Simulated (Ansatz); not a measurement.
# Be8S7: the cost of one run

Program: Ansatz 0.2.0. Level of theory: DFT PBE, scalar-relativistic, plane waves, PAW. These are calculated values, not measurements.

The COD entry's cell or inner coordinates are ideal or old and differ from later refinements, so a difference from it is no clean test against experiment.

5 further runs of the same task are left out: 1 for a broken database entry, 1 that didn't finish, 3 set aside as unsound or not needed.

## 1. The system as given

It takes space group F-43m (No. 216, cubic). Conventional cell: a = 9.752 Å, b = 9.752 Å, c = 9.752 Å, α = 90.00°, β = 90.00°, γ = 90.00°. Be (site symmetry 3m) is surrounded by 3 S at 2.11 Å. Be (site symmetry 3m) has 4 S at 2.11 Å as nearest neighbours. S (site symmetry 2mm) has 4 Be at 2.11 Å as nearest neighbours. S (site symmetry -43m) has 4 Be at 2.11 Å as nearest neighbours.

The input asks for a charge of +2 e on the cell.

Structure file:

```
CELL_PARAMETERS angstrom
0.00000 4.87584 -4.87584
4.87584 4.87584 0.00000
4.87584 0.00000 -4.87584
ATOMIC_POSITIONS crystal
Be 0.00000 0.50000 0.00000
Be 0.00000 0.00000 0.00000
Be 0.50000 0.50000 0.00000
Be 0.50000 0.00000 0.00000
Be 0.00000 0.50000 0.50000
Be 0.00000 0.00000 0.50000
Be 0.50000 0.50000 0.50000
Be 0.50000 0.00000 0.50000
S 0.12500 0.62500 0.12500
S 0.62500 0.12500 0.12500
S 0.62500 0.62500 0.12500
S 0.12500 0.12500 0.62500
S 0.12500 0.62500 0.62500
S 0.62500 0.12500 0.62500
S 0.62500 0.62500 0.62500
```

It is built from the cell relaxed beforehand with the same method (14.49 Å³/atom).

## 2. The vacancy and the jump

The supercell lacks one S atom, at fractional position (0.125, 0.125, 0.125), and holds 15 atoms and a charge of +2 e on a uniform background. Atom 9 (S), 3.45 Å away, is to jump into the empty site. The cell is fixed.

## 3. Relaxing around the vacancy

input.yaml

```yaml
crystal:
  lattice:
    - [0.0, 4.8758378149, -4.8758378149]
    - [4.8758378149, 4.8758378149, 0.0]
    - [4.8758378149, 0.0, -4.8758378149]
  atoms:
    - { symbol: Be, position: [0.0, 0.5, 0.0] }
    - { symbol: Be, position: [0.0, 0.0, 0.0] }
    - { symbol: Be, position: [0.5, 0.5, 0.0] }
    - { symbol: Be, position: [0.5, 0.0, 0.0] }
    - { symbol: Be, position: [0.0, 0.5, 0.5] }
    - { symbol: Be, position: [0.0, 0.0, 0.5] }
    - { symbol: Be, position: [0.5, 0.5, 0.5] }
    - { symbol: Be, position: [0.5, 0.0, 0.5] }
    - { symbol: S, position: [0.125, 0.625, 0.125] }
    - { symbol: S, position: [0.625, 0.125, 0.125] }
    - { symbol: S, position: [0.625, 0.625, 0.125] }
    - { symbol: S, position: [0.125, 0.125, 0.625] }
    - { symbol: S, position: [0.125, 0.625, 0.625] }
    - { symbol: S, position: [0.625, 0.125, 0.625] }
    - { symbol: S, position: [0.625, 0.625, 0.625] }
total_charge: 2
basis:
  ecutwfc: 420
kpoints:
  mp_grid: { grid: [4, 4, 4] }
hamiltonian:
  xc: pbe
scf:
  occupations: { method: gaussian, width: 0.05 }
output:
  forces: true
  stress: true
  eigenvalues: true
  write_density: true
  write_potential: true
  elf: true
  volumetric_format: npy
relax:
  adjacent_minimum: "off"
  f_tol: 0.02
  max_steps: 50
```

Launch:

```console
$ ansatz run input.yaml --threads 4 --pin off --max-ram 9216MiB --backend cpu --events-out ev --progress --plain --runs-dir out
```

Q: Estimate wall time and peak memory on 4 threads of Arm Neoverse V1, shared host.

About 12 s, with a peak of 0.56 GiB.
